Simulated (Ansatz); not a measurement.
We consider chalcopyrite CuInS₂, described by revPBE (Ansatz, a program for electronic structure, PAW).

Run with plane-wave cutoff 520 eV, 10×10×10 k mesh, Fermi–Dirac smearing 0.01 eV, no spin polarisation, scalar-relativistic PAW data made under PBE.

The volume scan:

| V (Å³/atom) | E − E_lowest (meV/atom) |
|---|---|
| 21.533 | 7.15 |
| 21.982 | 1.73 |
| 22.430 | 0.00 |
| 22.879 | 1.55 |
| 23.328 | 6.00 |

Fit the third-order Birch–Murnaghan equation and give B0 and B′.

V0 = 22.434 Å³/atom, B0 = 58.4 GPa, B′ = 4.9 (fit to the energies at full precision).

Shape and atoms are relaxed at each volume.

Note: this level leaves the solid without a gap, although one is measured.

Spin–orbit coupling is not included.

The computed numbers hold no vibrational or temperature effects.
